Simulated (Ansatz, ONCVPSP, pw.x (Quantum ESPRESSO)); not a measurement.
## pw.x on fcc Ga: one setting changed

Potential: optimised norm-conserving Vanderbilt (ONCV), ONCVPSP 4.0.1.1 (patched build), LDA (Perdew-Wang 92); core [Ar] 3d10, reference 4s2 4p1; waves: 4s: rc 2.10 bohr, ncon 4, nbas 7, qcut 3.7 1/bohr, 3 projectors, debl 1.7 Ha; 4p: rc 2.15 bohr, ncon 4, nbas 8, qcut 4.4 1/bohr, 2 projectors, debl 2 Ha; d scattering state at 0.05 Ha: rc 2.05 bohr, ncon 4, nbas 7, qcut 5.3 1/bohr, 2 projectors, debl 4 Ha; local part: polynomial inside 1.65 bohr (lpopt 5, dvloc0 -1 Ha); core correction: polynomial model core, fcfact 0.75.

The reference run (k-mesh 14³, cutoffs 50/200 Ry, Fermi–Dirac 0.01 Ry, mixing_beta 0.4, conv_thr 1e-9, no spin) gives -0.74 GPa at 17.150 Å³/atom, where all-electron LAPW gives -0.02 GPa. This run, with its own iteration cap, changes diagonalization to paro.

```
&control
  calculation='scf', prefix='x', pseudo_dir='./', outdir='./tmp', tstress=.true., disk_io='none'
/
&system
  ibrav=0, nat=1, ntyp=1, ecutwfc=50, ecutrho=200, nbnd=8,
  occupations='smearing', smearing='fd', degauss=0.01
/
&electrons
  conv_thr=1e-09, mixing_beta=0.4, electron_maxstep=70, diagonalization='paro'
/
ATOMIC_SPECIES
Ga 1.0 Ga.UPF
CELL_PARAMETERS angstrom
  0.00000000 2.04681242 2.04681242
  2.04681242 0.00000000 2.04681242
  2.04681242 2.04681242 0.00000000
ATOMIC_POSITIONS crystal
Ga 0.0000 0.0000 0.0000
K_POINTS automatic
14 14 14 0 0 0
```

```bash
pw.x < Ga.scf.in > Ga.scf.out
```

**Question.** How does the run end?

**Answer.** It converges in 5 iterations; the free energy moves by +0.0 meV/atom and the pressure by +0.00 GPa. The result is that of the reference run.

```
Message from routine setup:
     using ibrav=0 with symmetry is DISCOURAGED, use correct ibrav instead
     lattice parameter (alat)  =       5.4701  a.u.
     unit-cell volume          =     115.7339 (a.u.)^3
     number of electrons       =         3.00
     number of Kohn-Sham states=            8
     kinetic-energy cutoff     =      50.0000  Ry
     charge density cutoff     =     200.0000  Ry
     scf convergence threshold =      1.0E-09
     Exchange-correlation= SLA  PW   NOGX NOGC
     number of k points=   104  Fermi-Dirac smearing, width (Ry)=  0.0100
     iteration #  1     ecut=    50.00 Ry     beta= 0.40
     total energy              =      -8.82338819 Ry
     estimated scf accuracy    <       0.00282562 Ry
     iteration #  2     ecut=    50.00 Ry     beta= 0.40
     total energy              =      -8.82296630 Ry
     estimated scf accuracy    <       0.00086003 Ry
     iteration #  3     ecut=    50.00 Ry     beta= 0.40
     total energy              =      -8.82301648 Ry
     estimated scf accuracy    <       0.00000201 Ry
     iteration #  4     ecut=    50.00 Ry     beta= 0.40
     total energy              =      -8.82301682 Ry
     estimated scf accuracy    <       0.00000002 Ry
     iteration #  5     ecut=    50.00 Ry     beta= 0.40
     the Fermi energy is     6.5035 ev
!    total energy              =      -8.82301682 Ry
     estimated scf accuracy    <          4.6E-10 Ry
     smearing contrib. (-TS)   =      -0.00160453 Ry
     The total energy is F=E-TS. E is the sum of the following terms:
     one-electron contribution =       2.81106375 Ry
     hartree contribution      =       0.01566881 Ry
     xc contribution           =      -6.31403591 Ry
     ewald contribution        =      -5.33410894 Ry
     convergence has been achieved in   5 iterations
          total   stress  (Ry/bohr**3)                   (kbar)     P=       -7.38
     Message from routine punch:
     Nothing written, as per user request (disk_io='none')
```

The run took about 9.8 s on one core of a shared host (Neoverse-V2, 96 threads, 371 GiB, load 62).
